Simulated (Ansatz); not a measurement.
# BAs (F-43m) in Ansatz: a series of runs

Runs on BAs. Level: HSE06 form with a typed share of exact exchange. Tasks: single point.

Everything below comes from runs of Ansatz 0.2.0. Logs are shortened: lines on timing, memory, paths and dates and some standing lists are left out, and cuts for length are marked.

### Step 1. The crystal as given

The structure is cubic, space group F-43m (No. 216). The conventional cell has a = 4.777 Å, b = 4.777 Å, c = 4.777 Å, α = 90.00°, β = 90.00°, γ = 90.00°. As (site symmetry -43m) has 4 B at 2.07 Å as nearest neighbours. B (site symmetry -43m) is surrounded by 4 As at 2.07 Å.

### Step 2. Single point, HSE06 form with a typed share of exact exchange

Contents of input.yaml:

```yaml
crystal:
  lattice:
    - [0.0, 2.3885, 2.3885]
    - [2.3885, 0.0, 2.3885]
    - [2.3885, 2.3885, 0.0]
  atoms:
    - { symbol: As, position: [0.75, 0.75, 0.75] }
    - { symbol: B, position: [0.0, 0.0, 0.0] }
hamiltonian:
  xc: { exchange: pbe, correlation: pbe, exx: { coeff: 0.25, omega: 0.1 } }
  pseudopotentials: { kind: paw }
kpoints:
  mp_grid: { grid: [5, 5, 5] }
scf:
  occupations: { method: fermi_dirac, width: 0.05 }
output:
  forces: true
  stress: true
  eigenvalues: true
```

Potentials or basis: Ansatz PAW.

On the command line:

```
> ansatz run input.yaml --threads 2 --pin off --max-ram 5632MiB --backend cpu --events-out ev --progress --plain --runs-dir out
```

Standard output:

```text
Warning: output.stress: scf.convergence.dr2_threshold = 1e-7 eV (the SCF's general default) is looser than the 2e-10 eV advised for a printed stress (1e-10 eV for each atom of the cell: 2). What an SCF threshold leaves in a stress goes as its square root, and in the free energy as the threshold itself, and one threshold admits the most on a small cell: of the crystals measured, under no hybrid functional and no lock of the moments, on runs that ended without the residual-converged pass, on stresses that held no estimate of that error, the worst erred by over 100 MPa in a component at 1e-7 eV an atom and by under 5 at 1e-10. Set scf.convergence.dr2_threshold to 2e-10 eV or tighter. The threshold is an SCF's pass mark: one that does not reach it within its budget of iterations ends unconverged, or closes short of it on a stop that the run arms, and scf.convergence.dr2_threshold's page says what that costs each kind of run
Warning: output.stress: scf.exx.energy_threshold = 1e-6 eV is looser than the 2e-8 eV advised for a stress under a hybrid functional (1e-8 eV for each atom of the cell: 2). Every SCF of the exchange loop can meet its threshold on dr2 while the loop round them stops early: no threshold on dr2 bounds what that leaves in the stress. Set scf.exx.energy_threshold to 2e-8 eV or tighter. The threshold is the loop's pass mark: a loop that does not reach it within its budget of cycles ends unconverged, and scf.exx.energy_threshold's page has the law
Warning: RAYON_NUM_THREADS=2 ignored (pool sized by the plan → 2); use --threads N
exact exchange: scf.exx.singularity resolves to wigner_seitz, which cuts the screened interaction at the faces of the exchange supercell's Wigner-Seitz cell, so that each pair interacts once, at the shortest of its separations (the periodic images that this leaves out come, for a point-like exchange hole, to about 0.044 eV on a filled level). The cut falls within the interaction's reach, and what an exchange supercell this small leaves in the energy, the band gaps and, where it is computed, the pressure is not bounded here. The exchange supercell (the smallest cell that an SCF of this deck is solved on times the 5×5×5 mesh of the exchange sum) has its nearest image at L = 16.89 Å, 1.69 times the interaction's range 1/ω = 10.00 Å. A denser mesh of the exchange sum (kpoints.mp_grid; where a k-mesh is refused, the cell repeated along its short axes), shrinks what is left. The k-mesh (kpoints.mp_grid) can leave an error of its own, as it does under a semilocal functional: two runs of this structure under PBE, one on that k-mesh and one on a denser one or on the cell repeated (per cell), show about how large it is in the energy; in a metal the hybrid's can be larger than they show. Converge the k-mesh under the hybrid itself. See scf.exx.q_mesh
Engine: ansatz 0.2.0, x86_64-unknown-linux-gnu
Pseudopotentials: kind: paw
Pseudopotential: As, paw, valence charge 15, recommended cutoff 420 eV (normal), As.paw.azcp
Pseudopotential: B, paw, valence charge 3, recommended cutoff 420 eV (normal), B.paw.azcp
Functional definition: unnamed
  parameter a_1 = 0.25
  parameter omega_1 = 0.1/angstrom
  exchange = pbe_x + (-a_1)*pbe_x_sr(omega_1) + a_1*exact_x_sr(omega_1)
  correlation = pbe_c
Crystal: 2 atoms, lattice volume = 27.252 Å³
Basis set: ecut = 420 eV, 531 PW (Γ), exchange–correlation on 48×48×48 points (8 copies of the dense FFT grid, shifted against one another)
Bands: 13, of which v1, the nominal top of the filled ones, is band 9 counted from 1 (8 counted from 0)
Symmetry: 24 space group operations
Space group: F-43m (ITA 216), of the structure as read, at distance tolerance 3.0e-5 Å
k-points: 10 of 125 (time reversal used)
Non-local potential: As, projectors of the file, l = 0: 2, l = 1: 2, l = 2: 3, l = 3: 1
Non-local potential: B, projectors of the file, l = 0: 2, l = 1: 2, l = 2: 1
PAW form: soft (Blöchl's): semilocal exchange-correlation on the pseudo side does not see the compensation charge
PAW frozen core: As, regenerated for the run's functional, and the local potential with it (the file was generated under x = pbe(κ = 0.804, μ = 0.2195149727645171), c = pbe(β = 0.06672455060314922))
PAW frozen core: B, regenerated for the run's functional, and the local potential with it (the file was generated under x = pbe(κ = 0.804, μ = 0.2195149727645171), c = pbe(β = 0.06672455060314922))
PAW one-centre angular grid: As, 590 points (default); XC on 64 Gauss nodes
PAW one-centre angular grid: B, 110 points (default); XC on 64 Gauss nodes
Initial density: superposition of atomic densities (neutral atoms: chi_scale 0, normalization atom), corrected by the library's trained network
Initial wavefunctions: pseudopotential atomic-orbital guess
Functional: x = pbe(κ = 0.804, μ = 0.2195149727645171), c = pbe(β = 0.06672455060314922), warm-up for x = pbe(κ = 0.804, μ = 0.2195149727645171) + 0.25 (exact − pbe) at short range (hse, ω = 0.1 Å⁻¹), c = pbe(β = 0.06672455060314922)
SCF iter   1: F=—  HF=-5012.043318 eV  |F-HF|=—  |Δ(HF+E_count)|=         —  Δρ=1.25e-3  dr2=3.28e-4  ethr=1.77e-3  ⟨swp⟩=5.5  Hψ=523  notcnv=0
preconditioner: auto → none  [insulator: Δε(μ)=1.183 eV  Ē_g=12.417 eV  σ=0.050 eV  W_gap=1.00  n_scr=8 (ndim 8)  ℏωp=20.1 eV  f_vac=0.001  D(μ)=0.00/eV (n_scr^D=0)]
SCF iter   2: F=-5012.043493 eV  HF=-5012.043452 eV  |F-HF|=4.05e-5  |Δ(HF+E_count)|=   1.34e-4  Δρ=5.69e-4  dr2=6.88e-5  ethr=1.82e-6  ⟨swp⟩=4.0  Hψ=343  notcnv=0
SCF 1 stopped early in 2 iterations: F = -5012.043493 eV  dr2 = 6.88e-5
Initial density: handed on by an earlier stage of this run
Initial wavefunctions: those handed on with the density
Functional: x = pbe(κ = 0.804, μ = 0.2195149727645171) + 0.25 (exact − pbe) at short range (hse, ω = 0.1 Å⁻¹), c = pbe(β = 0.06672455060314922)
Exchange kernel: α = 0.2500, screened, ω = 0.1000 Å⁻¹, Wigner–Seitz truncation, v(0) = 3136.6333 eV·Å³, q-mesh 5×5×5, nearest image of the exchange supercell L = 16.89 Å, pair-density grid 15×15×15, without the augmentation charges, whose exchange is taken in its separable form by FFT convolution over the k-point mesh (sized by the pseudopotential files, 20×20×20 at the most), smooth part of the exact exchange by density-matrix convolution
Frozen-core exchange: fock
SCF iter   1: F=—  HF=-5013.481090 eV  |F-HF|=—  |Δ(HF+E_count)|=         —  Δρ=6.66e-3  dr2=6.71e-3  ethr=3.82e-6  ⟨swp⟩=5.5  Hψ=563  notcnv=0
preconditioner: auto → none  [insulator: Δε(μ)=2.090 eV  Ē_g=14.475 eV  σ=0.050 eV  W_gap=1.00  n_scr=8 (ndim 8)  ℏωp=20.1 eV  f_vac=0.001  D(μ)=0.00/eV (n_scr^D=0)]
SCF iter   2: F=—  HF=-5013.473453 eV  |F-HF|=—  |Δ(HF+E_count)|=   7.64e-3  Δρ=3.05e-3  dr2=1.74e-3  ethr=3.82e-6  ⟨swp⟩=4.0  Hψ=410  notcnv=0
SCF iter   3: F=—  HF=-5013.473132 eV  |F-HF|=—  |Δ(HF+E_count)|=   3.21e-4  Δρ=1.32e-3  dr2=4.69e-4  ethr=3.82e-6  ⟨swp⟩=2.6  Hψ=230  notcnv=0
SCF iter   4: F=—  HF=-5013.477612 eV  |F-HF|=—  |Δ(HF+E_count)|=   4.48e-3  Δρ=7.37e-4  dr2=5.58e-5  ethr=8.86e-7  ⟨swp⟩=4.0  Hψ=405  notcnv=0
iter 5 solved again at ethr=1.96e-9 eV; its pass at ethr=2.94e-7 eV (dr2=3.52e-7 eV) is discarded
SCF iter   5: F=-5013.477573 eV  HF=-5013.477573 eV  |F-HF|=1.35e-7  |Δ(HF+E_count)|=   3.90e-5  Δρ=4.87e-5  dr2=4.66e-6  ethr=1.96e-9  ⟨swp⟩=4.0  Hψ=605  notcnv=0  defer=1
SCF 2 stopped early in 5 iterations: F = -5013.477573 eV  dr2 = 4.66e-6
hybrid outer 1: dexx = +5.221e-3 eV, tail = 6.26e-5 eV
Exchange kernel: α = 0.2500, screened, ω = 0.1000 Å⁻¹, Wigner–Seitz truncation, v(0) = 3136.6333 eV·Å³, q-mesh 5×5×5, nearest image of the exchange supercell L = 16.89 Å, pair-density grid 15×15×15, without the augmentation charges, whose exchange is taken in its separable form by FFT convolution over the k-point mesh (sized by the pseudopotential files, 20×20×20 at the most), smooth part of the exact exchange by density-matrix convolution
Frozen-core exchange: fock
SCF iter   1: F=—  HF=-5013.477855 eV  |F-HF|=—  |Δ(HF+E_count)|=         —  Δρ=1.16e-4  dr2=2.32e-6  ethr=1.74e-6  ⟨swp⟩=3.7  Hψ=286  notcnv=0
preconditioner: auto → none  [insulator: Δε(μ)=2.138 eV  Ē_g=14.481 eV  σ=0.050 eV  W_gap=1.00  n_scr=8 (ndim 8)  ℏωp=20.1 eV  f_vac=0.001  D(μ)=0.00/eV (n_scr^D=0)]
SCF iter   2: F=—  HF=-5013.477855 eV  |F-HF|=—  |Δ(HF+E_count)|=   1.06e-8  Δρ=1.60e-5  dr2=1.89e-7  ethr=1.09e-8  ⟨swp⟩=4.0  Hψ=357  notcnv=0
SCF iter   3: F=—  HF=-5013.477856 eV  |F-HF|=—  |Δ(HF+E_count)|=   1.32e-6  Δρ=1.90e-5  dr2=7.74e-8  ethr=1.57e-10  ⟨swp⟩=4.3  Hψ=414  notcnv=0
SCF iter   4: F=-5013.477856 eV  HF=-5013.477856 eV  |F-HF|=1.64e-10  |Δ(HF+E_count)|=   2.35e-8  Δρ=2.50e-6  dr2=3.67e-9  ethr=1.57e-10  ⟨swp⟩=3.0  Hψ=258  notcnv=0
SCF 3 converged in 4 iterations: F = -5013.477856 eV  dr2 = 3.67e-9
  Residual-converged pass: ⟨swp⟩=3.0  Hψ=251  notcnv=0  max |occ|·‖R‖ = 2.1e-6 eV (tolerance 2.4e-6 eV)  dr2=3.65e-9  dr2_onsite=2.68e-10  max |Δocc| = 1.5e-18
hybrid outer 2: dexx = +1.590e-6 eV, tail = 4.34e-8 eV, Δε = 3.61e-3 eV (about 1.49e-4 eV left of the loop's levels)
hybrid SCF converged: 2 outer / 9 inner (+2 warm-up), last move |dexx| = 1.59e-6 eV, tail = 4.34e-8 eV
Stability not checked: this state was not tested for a lower state beside it, because the functional holds exact exchange (a hybrid, or Hartree-Fock), whose exchange loop this test does not read (fock_operator; see scf.lower_state_search)
Free energy (F): -5013.477856 eV
Frozen-core exchange: fock
Harris-Foulkes:  -5013.477856 eV  (|F-HF|=1.64e-10)
Internal energy: -5013.477856 eV  (E = F + TS)
E sigma→0 (E₀):  -5013.477856 eV
Fermi energy:    11.640859 eV
--- Per-component energies (eV) ---
  E_band       = -260.882219
  E_kinetic    = 151.203015
  E_local      = -1693.593937  (includes V_loc(G=0)·N_el)
  E_nonlocal   = -658.793837
  E_hartree    = 940.934087
  E_xc         = -88.202605
  E_vxc        = -92.883391  (∫ρ·V_xc dr)
  E_exx        = -70.535527  (= α·E_x^exact, valence–valence)
  E_paw        = -1867.941252  (= ΣΔE_a)
  E_vpaw       = 292.388709  (= ΣTr[D̂ρ^β])
  E_aug_tail   = 0.000007  (compensation charges beyond the density's cutoff)
  E_ewald      = -1725.774997
  E_core_change = -0.772809  (= ΣΔE_core)
  E_smearing   = -0.000000  (= −TS)
  E_closure    = -0.000001  (closes the sum)
  Σ components = -5013.477856   (vs F -5013.477856, Δ=0.00e0)
--- Forces (eV/Å), atoms counted from 1 ---
  atom   1  As    -0.00000000     0.00000000     0.00000000
  atom   2  B     -0.00000000     0.00000000     0.00000000
  max |Σ_I F_I| component: 4.84e-16 eV/Å
--- Stress (GPa, compression-positive) ---
       -0.575972       0.000000      -0.000000
       -0.000000      -0.575972       0.000000
       -0.000000       0.000000      -0.575972
  P = ⅓ Tr σ = -0.5760 GPa (-5.760 kbar)
--- Band table (eV; the first three rows and the last of 10) ---
  k-point 0: bands = ["-28.7706", "-28.7706", "-28.7706", "-28.7432", "-28.7432", "-6.4357", "10.5891", "10.5891", "10.5891", "15.0160", "15.0160", "15.0160", "16.8025"]
  k-point 1: bands = ["-28.7695", "-28.7680", "-28.7680", "-28.7430", "-28.7430", "-5.7188", "6.4665", "9.6421", "9.6421", "15.0152", "16.2304", "16.2304", "19.3567"]
  k-point 2: bands = ["-28.7676", "-28.7647", "-28.7647", "-28.7416", "-28.7416", "-3.8383", "1.7795", "8.6997", "8.6997", "14.5401", "16.6735", "16.6735", "20.9687"]
  k-point 9: bands = ["-28.7688", "-28.7622", "-28.7565", "-28.7457", "-28.7402", "-2.2803", "2.0642", "4.5681", "6.0235", "16.2500", "17.1922", "18.1004", "22.0228"]
```

Run time: 14 s. Hardware: 2 threads of Intel Xeon Platinum 8259CL at 2.50GHz (Skylake/Cascade Lake), shared host; peak memory 0.66 GiB.

Results:

```
Free energy            : -5013.4779 eV
Pressure               : -0.6 GPa
Band gap on the k mesh : 2.14 eV, indirect (least direct gap 4.43 eV)
```

Caveat: the k mesh is coarse (spacing up to 0.46 Å⁻¹), so the values aren't converged, least of all with exact exchange; odd divisions of the mesh miss points on the zone boundary, where band edges often lie, so the gap on the mesh can be too wide; the PAW data sets come from PBE, with cores solved anew for the run's functional, which leaves a small shift of forces and pressure; the thresholds are loose for stress. A k mesh can miss the band edges.

### Step 3. Single point, HSE06 form with a typed share of exact exchange

input.yaml, as its differences from that of step 2:

```diff
@@ -9,3 +9,6 @@
 hamiltonian:
-  xc: { exchange: pbe, correlation: pbe, exx: { coeff: 0.25, omega: 0.1 } }
+  xc:
+    exchange: pbe
+    correlation: pbe
+    exx: { coeff: 0.25, omega: 0.15 }
   pseudopotentials: { kind: paw }
```

Potentials or basis: Ansatz PAW.

On the command line:

```
> ansatz run input.yaml --threads 2 --pin off --max-ram 5632MiB --backend cpu --events-out ev --progress --plain --runs-dir out
```

Standard output:

```text
Warning: output.stress: scf.convergence.dr2_threshold = 1e-7 eV (the SCF's general default) is looser than the 2e-10 eV advised for a printed stress (1e-10 eV for each atom of the cell: 2). What an SCF threshold leaves in a stress goes as its square root, and in the free energy as the threshold itself, and one threshold admits the most on a small cell: of the crystals measured, under no hybrid functional and no lock of the moments, on runs that ended without the residual-converged pass, on stresses that held no estimate of that error, the worst erred by over 100 MPa in a component at 1e-7 eV an atom and by under 5 at 1e-10. Set scf.convergence.dr2_threshold to 2e-10 eV or tighter. The threshold is an SCF's pass mark: one that does not reach it within its budget of iterations ends unconverged, or closes short of it on a stop that the run arms, and scf.convergence.dr2_threshold's page says what that costs each kind of run
Warning: output.stress: scf.exx.energy_threshold = 1e-6 eV is looser than the 2e-8 eV advised for a stress under a hybrid functional (1e-8 eV for each atom of the cell: 2). Every SCF of the exchange loop can meet its threshold on dr2 while the loop round them stops early: no threshold on dr2 bounds what that leaves in the stress. Set scf.exx.energy_threshold to 2e-8 eV or tighter. The threshold is the loop's pass mark: a loop that does not reach it within its budget of cycles ends unconverged, and scf.exx.energy_threshold's page has the law
Warning: RAYON_NUM_THREADS=2 ignored (pool sized by the plan → 2); use --threads N
[... 3 set-up lines as earlier in the session ...]
[... 80 lines left out ...]
--- Stress (GPa, compression-positive) ---
       -0.479470      -0.000000      -0.000000
        0.000000      -0.479470       0.000000
       -0.000000       0.000000      -0.479470
  P = ⅓ Tr σ = -0.4795 GPa (-4.795 kbar)
--- Band table (eV; the first three rows and the last of 10) ---
  k-point 0: bands = ["-28.6665", "-28.6665", "-28.6665", "-28.6391", "-28.6391", "-6.3280", "10.6682", "10.6682", "10.6682", "14.9406", "14.9406", "14.9406", "16.7169"]
  k-point 1: bands = ["-28.6653", "-28.6639", "-28.6639", "-28.6388", "-28.6388", "-5.6112", "6.5633", "9.7253", "9.7253", "14.9361", "16.1489", "16.1489", "19.2668"]
  k-point 2: bands = ["-28.6634", "-28.6606", "-28.6606", "-28.6375", "-28.6375", "-3.7318", "1.8875", "8.7878", "8.7878", "14.4609", "16.5900", "16.5900", "20.8822"]
  k-point 9: bands = ["-28.6647", "-28.6580", "-28.6523", "-28.6416", "-28.6360", "-2.1746", "2.1690", "4.6713", "6.1199", "16.1657", "17.1077", "18.0120", "21.9283"]
```

It took 13 s on 2 threads of Intel Xeon Platinum 8259CL at 2.50GHz (Skylake/Cascade Lake), shared host; peak memory 0.67 GiB.

What came out:

| Item | Value |
| --- | --- |
| Free energy | -5013.4629 eV |
| Pressure | -0.5 GPa |
| Band gap on the k mesh | 1.98 eV, indirect (least direct gap 4.27 eV) |

Caveat: the k mesh is coarse (spacing up to 0.46 Å⁻¹), so the values aren't converged, least of all with exact exchange; odd divisions of the mesh miss points on the zone boundary, where band edges often lie, so the gap on the mesh can be too wide; the PAW data sets come from PBE, with cores solved anew for the run's functional, which leaves a small shift of forces and pressure; the thresholds are loose for stress. A k mesh can miss the band edges.

### Step 4. Single point, HSE06 form with a typed share of exact exchange

input.yaml, as its differences from that of step 3:

```diff
@@ -9,6 +9,3 @@
 hamiltonian:
-  xc:
-    exchange: pbe
-    correlation: pbe
-    exx: { coeff: 0.25, omega: 0.15 }
+  xc: { exchange: pbe, correlation: pbe, exx: { coeff: 0.25, omega: 0.2 } }
   pseudopotentials: { kind: paw }
```

On the command line:

```
> ansatz run input.yaml --threads 2 --pin off --max-ram 5632MiB --backend cpu --events-out ev --progress --plain --runs-dir out
```

Wall time 16 s (2 threads of Intel Xeon Platinum 8259CL at 2.50GHz (Skylake/Cascade Lake), shared host); peak memory 0.66 GiB.

Results (log left out):

```yaml
Free_energy: -5013.4441 eV
Pressure: -0.3 GPa
Band_gap_on_the_k_mesh: 1.86 eV, indirect (least direct gap 4.14 eV)
```

Levels at points of the mesh, in eV from the valence-band top:
```csv
k point,band 5,band 6,band 7,band 8,band 9,band 10,band 11,band 12,band 13
"(0.00, 0.00, 0.00)",-39.27,-16.95,0.00,0.00,0.00,4.14,4.14,4.14,5.91
```

Caveat: the k mesh is coarse (spacing up to 0.46 Å⁻¹), so the values aren't converged, least of all with exact exchange; odd divisions of the mesh miss points on the zone boundary, where band edges often lie, so the gap on the mesh can be too wide; the PAW data sets come from PBE, with cores solved anew for the run's functional, which leaves a small shift of forces and pressure; the thresholds are loose for stress.

(Continued in part 2 of 2.)
